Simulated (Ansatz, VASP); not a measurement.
This is a calculation of CdTe for Ansatz 0.2.0.

The input input.yaml:

```yaml
crystal:
  lattice:
    - [0.0, 3.205, 3.205]
    - [3.205, 0.0, 3.205]
    - [3.205, 3.205, 0.0]
  atoms:
    - { symbol: Te, position: [0.75, 0.75, 0.75] }
    - { symbol: Cd, position: [0.0, 0.0, 0.0] }
hamiltonian:
  xc: pbe
  pseudopotentials: { kind: paw_fr }
magnetization:
  noncollinear: true
  spin_orbit: true
kpoints:
  mp_grid: { grid: [5, 5, 5] }
  band_path:
    path:
      - [[0.0, 0.0, 0.0], [0.5, 0.0, 0.5], [0.5, 0.25, 0.75], [0.375, 0.375, 0.75], [0.0, 0.0, 0.0], [0.5, 0.5, 0.5], [0.625, 0.25, 0.625], [0.5, 0.25, 0.75], [0.5, 0.5, 0.5], [0.375, 0.375, 0.75]]
      - [[0.625, 0.25, 0.625], [0.5, 0.0, 0.5]]
    npoints: 14
scf:
  occupations: { method: fermi_dirac, width: 0.05 }
  n_extra_bands: 6
output:
  forces: true
  stress: true
  eigenvalues: true
  fatbands: false
```

Potentials or basis: Ansatz PAW.

Launch:

```sh
$ ansatz run input.yaml --threads 2 --pin off --max-ram 5632MiB --backend cpu --events-out ev --progress --plain --runs-dir out
```

Q: Set up the same calculation for VASP 6.6.1. Potentials there: VASP PAW PBE potentials, release 64 (Te, Cd).

A: As run (the cutoff follows the program's own potentials):

INCAR

```
ALGO = Fast
EDIFF = 1E-7
ENCUT = 520
GGA = PE
GGA_COMPAT = False
ISIF = 2
ISMEAR = -1
LASPH = True
LCHARG = False
LNONCOLLINEAR = True
LORBIT = 11
LREAL = False
LSORBIT = True
LWAVE = False
MAGMOM = 0 0 0 0 0 0
NELM = 60
PREC = Accurate
SIGMA = 0.05
```

File KPOINTS:

```
k-points
0
Gamma
  5 5 5
```

POSCAR

```
CdTe
1.0
    0.0000000000      3.2050000000      3.2050000000
    3.2050000000      0.0000000000      3.2050000000
    3.2050000000      3.2050000000      0.0000000000
Te Cd
1 1
Direct
    0.7500000000      0.7500000000      0.7500000000
    0.0000000000      0.0000000000      0.0000000000
```

KPOINTS_OPT

```
path GXWKGLUWLK,UX
10
line-mode
reciprocal
 0.0000000000  0.0000000000  0.0000000000  G
 0.5000000000  0.0000000000  0.5000000000  X

 0.5000000000  0.0000000000  0.5000000000  X
 0.5000000000  0.2500000000  0.7500000000  W

 0.5000000000  0.2500000000  0.7500000000  W
 0.3750000000  0.3750000000  0.7500000000  K

 0.3750000000  0.3750000000  0.7500000000  K
 0.0000000000  0.0000000000  0.0000000000  G

 0.0000000000  0.0000000000  0.0000000000  G
 0.5000000000  0.5000000000  0.5000000000  L

 0.5000000000  0.5000000000  0.5000000000  L
 0.6250000000  0.2500000000  0.6250000000  U

 0.6250000000  0.2500000000  0.6250000000  U
 0.5000000000  0.2500000000  0.7500000000  W

 0.5000000000  0.2500000000  0.7500000000  W
 0.5000000000  0.5000000000  0.5000000000  L

 0.5000000000  0.5000000000  0.5000000000  L
 0.3750000000  0.3750000000  0.7500000000  K

 0.6250000000  0.2500000000  0.6250000000  U
 0.5000000000  0.0000000000  0.5000000000  X
```

Potentials or basis: VASP PAW PBE potentials, release 64 (Te, Cd).

Run with:

```sh
$ cat potpaw_PBE.64/Te/POTCAR potpaw_PBE.64/Cd/POTCAR > POTCAR
$ mpirun -np 1 vasp_ncl > vasp.out
```

Both were run:

|  | VASP | Ansatz | Ansatz less VASP |
| --- | --- | --- | --- |
| gap on the k mesh at the Fermi level (eV) | 0.60 | 0.60 | 0.000 |
| least direct gap on the mesh (eV) | 0.60 | 0.60 | 0.000 |
| gap along the band path (eV) | 0.60 | 0.60 | 0.000 |
| pressure (GPa) | 4.5 | 4.3 | -0.19 |

The two sets of potentials don't hold the same shells in valence.
